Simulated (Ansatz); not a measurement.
## SrTiO₃: random displacements

Method: DFT PBE, scalar-relativistic, plane waves, PAW in Ansatz 0.2.0. The runs took a 420 eV cutoff, a Γ-centred 8×8×8 mesh and Gaussian smearing (0.05 eV). No spin polarisation. Energies are free energies at this smearing, counted from the undisturbed cell; pressure is positive in compression.

The undisturbed cell (relaxed at this level; it needn't be the usual structure):

```yaml
crystal:
  lattice:
    - [3.93640, 0.00000, 0.00000]
    - [0.00000, 3.93640, 0.00000]
    - [0.00000, 0.00000, 3.93640]
  atoms:
    - { symbol: Sr, position: [0.00000, 0.00000, 0.00000] }
    - { symbol: Ti, position: [0.50000, 0.50000, 0.50000] }
    - { symbol: O, position: [0.00000, 0.50000, 0.50000] }
    - { symbol: O, position: [0.50000, 0.00000, 0.50000] }
    - { symbol: O, position: [0.50000, 0.50000, 0.00000] }
```

The atoms are displaced (Å, in the unstrained cell):

```tsv
atom	ux	uy	uz
Sr1	0.034	0.103	-0.056
Ti2	0.016	0.030	0.017
O3	-0.061	-0.102	0.006
O4	-0.016	0.010	0.064
O5	0.027	-0.041	-0.030
```

Strain (Voigt, engineering shear): (0.0054, 0.0107, 0.0378, 0.0838, -0.0667, -0.0050).

(1) What are the energy change, the stress and the forces?

## Answers

(1) ΔE = 78.3 meV/atom; stress (xx, yy, zz, yz, xz, xy; compression positive) (-4.17, -5.14, -8.76, -8.65, 6.27, 0.53) GPa; gap on the mesh 1.57 eV.
```tsv
atom	Fx (eV/Å)	Fy	Fz
Sr1	-0.03	-0.22	0.26
Ti2	0.24	0.17	0.27
O3	0.40	0.56	-0.22
O4	-0.29	-0.67	-0.38
O5	-0.32	0.16	0.08
```

Symmetry holds off the tilts and polar distortions that many cubic perovskites undergo.

Cost: 1 run of about 0.58 core-minutes, on Intel Xeon Platinum 8259CL (Skylake/Cascade Lake) (shared hosts).